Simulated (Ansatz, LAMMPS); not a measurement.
# Site preference of N in place of O in amorphous Al2O3 (155 atoms): runs compared

Aim: make N in place of O at several sites of amorphous Al2O3 (155 atoms), relax each, and compare their energies.

Computed with Ansatz 0.2.0: Kohn-Sham DFT, PBE, PAW (set soft_2), plane waves.

### Step 1. The cell as built

The cell holds 155 atoms: 62 Al and 93 O. Cell: a = 12.482 Å, b = 12.482 Å, c = 12.482 Å, α = 90.0°, β = 90.0°, γ = 90.0°. 155 atoms (62 Al, 93 O) placed at random at 2.7 g/cm³, melted at 5000 K for 10 ps at fixed volume with the Morse and Coulomb pair potential with partial charges (Pedone, Malavasi, Menziani, Cormack and Segre, J. Phys. Chem. B 110, 11780 (2006)). Quenched from 5000 K to 300 K at 20 K/ps and fixed volume, held 5 ps, then minimised at fixed cell.

What the set-up can't give: The quench rate of 20 K/ps is orders of magnitude faster than experiment, which tends to freeze in extra defects. The network of bonds at the start is that of the classical potential that made the cell, and needn't be the one that DFT or experiment would give. Sampling is at Γ alone, for a cell whose shortest periodic width is 12 Å.

### Step 2. The reference run

The reference is a single point at the end of the relaxation.

Every defect cell starts from the geometry of this run and is relaxed in the fixed cell.

Its input, with most atom lines left out:

```yaml
crystal:
  lattice:
    - [12.4819, 0.0, 0.0]
    - [0.0, 12.4819, 0.0]
    - [0.0, 0.0, 12.4819]
  atoms:
    - { symbol: Al, position: [0.30609, 0.6718, 0.01711] }
    - { symbol: Al, position: [0.85513, 0.92893, 0.46572] }
    - { symbol: Al, position: [0.19115, 0.59044, 0.81294] }
    - { symbol: Al, position: [0.4377, 0.87774, 0.52973] }
    - { symbol: Al, position: [0.03033, 0.75476, 0.6901] }
    - { symbol: Al, position: [0.56497, 0.34836, 0.94817] }
    - { symbol: Al, position: [0.94435, 0.84363, 0.90001] }
    [... atom lines 8 to 155 left out ...]
kpoints:
  mp_grid: { grid: [1, 1, 1] }
hamiltonian:
  xc: pbe
scf:
  occupations: { method: fixed }
output:
  forces: true
  stress: true
  populations: true
  dos:
    method: { smearing: { sigma: 0.1 } }
    de: 0.1
    projected: { site_lists: { Al: [Al], O: [O] } }
  eigenvalues: true
  write_density: true
  write_potential: true
  volumetric_format: npy
```

```
free energy per atom   : -556.8205 eV/atom
r.m.s. force component : 0.00654 eV/Å
pressure               : -1.96 GPa
```

Filled and empty levels are parted by 3.06 eV (at Γ alone); a semilocal functional tends to put such gaps too low. In a disordered cell it changes from sample to sample, and tail or defect levels can set it.

### Step 3. The runs

Each row is one run, on 8 threads of Arm Neoverse V1, shared host. The free energy is the program's total, comparable only between runs with the same functional, potentials and atoms.

```
                                 run  atoms    outcome  ionic steps, all passes  free energy (eV)     time  host memory (GiB)
           Single point at the start    155  converged                        -        -86304.260     17 s                2.6
                          Relaxation    155  converged                        8        -86307.178     97 s                2.6
Single point at the relaxed geometry    155  converged                        -        -86307.178     33 s                2.8
          N on a site of O, site O65    155  converged                        9        -86120.962    7 min                5.1
          N on a site of O, site O89    155  converged                        9        -86121.179  6.5 min                5.1
         N on a site of O, site O137    155  converged                        5        -86121.154  3.6 min                5.1
          N on a site of O, site O86    155  converged                       28        -86121.006   19 min                5.1
         N on a site of O, site O102    155  converged                        7        -86121.459  5.4 min                5.1
         N on a site of O, site O140    155  converged                        5        -86121.003  4.5 min                5.1
```

A closer look about site O102, the cheapest one, after relaxation: 10 atoms, nearest first, numbered in the order of the input, with positions taken from that point.

```
atom      x      y      z  distance (Å)  bonds  moment (μB)
N102   0.06  -0.05  -0.05          0.09      3         0.50
Al36   0.15  -1.45   1.19          1.88      4         0.00
Al18   1.45   1.22   0.23          1.90      4         0.00
Al25  -1.06   0.03  -1.58          1.91      4         0.00
O131   1.70   1.73  -1.38          2.79      2         0.02
O139   1.75  -1.65  -1.47          2.82      2         0.13
O129  -1.56  -1.71   1.64          2.83      3         0.01
 O92   1.29  -0.84   2.44          2.89      3         0.00
O109  -1.41   2.48   0.85          2.97      3         0.02
O145  -2.54  -0.98  -1.21          2.98      3         0.00
```

The column of bonds counts only the pairs O-Al within 2.38 Å, Al-N within 2.33 Å; other neighbours, such as metal atoms beside each other in a compound, aren't counted, and periodic images can show an atom twice.

### Step 4. The sites compared

All these cells hold the same atoms, so their energies can be compared with no chemical potential.

```
site  neighbours  mean distance (Å)  atoms within 6 Å  energy over the best site (eV)  before relaxation (eV)  gain on relaxing (eV)  moment (μB)
O102         Al3               1.84                73                            0.00                    0.00                   0.20          1.0
 O89         Al4               2.05                73                            0.28                    0.34                   0.25          1.0
O137         Al3               1.82                74                            0.31                    0.27                   0.16          1.0
 O86         Al3               1.81                73                            0.45                    0.70                   0.44          1.0
O140         Al2               1.72                73                            0.46                    0.55                   0.29          1.0
 O65         Al2               1.72                76                            0.50                    0.77                   0.46          1.0
```

Neighbours are those of the relaxed host within 2.38 Å (O-Al); other pairs aren't counted.

### Step 5. Outcome

The cheapest site is O102 (3 neighbours, Al3); the dearest, O65 (2 neighbours, Al2), costs 0.50 eV more. By coordination the energies over the best site are 0.46 to 0.50 eV with 2 neighbours, 0.00 to 0.45 eV with 3 neighbours and 0.28 eV with 4 neighbours. Relaxation gains 0.16 to 0.46 eV and leaves the best site the same.

**Limits.** Defects are neutral and interact with their images. The reference ran with fixed occupations, but 6 of the 6 defect cells with fermi-dirac smearing of 0.025 eV, spin polarised. In a disordered cell the relaxation can also rearrange atoms far from the site. In the spin-polarised runs the search for a state of lower energy was switched off. Only 6 of the 93 O sites were tried; unless symmetry makes the others alike to these, a cheaper one may exist. A local or semilocal functional tends to spread out the unpaired spin of such defects. The pressure of -2.0 GPa says that the cell would shrink at this level of theory.

The DFT runs together took 49 min of wall time.

[Logs are printed without paths, hosts, clocks, repeated set-up lines and the standing remarks that a program may print on its own settings, such as how far it seeks lower states.]

[Hosts, paths, dates, database ids (printed as entryN), source tags and the programs' standing remarks are cut or masked in the printed files.]
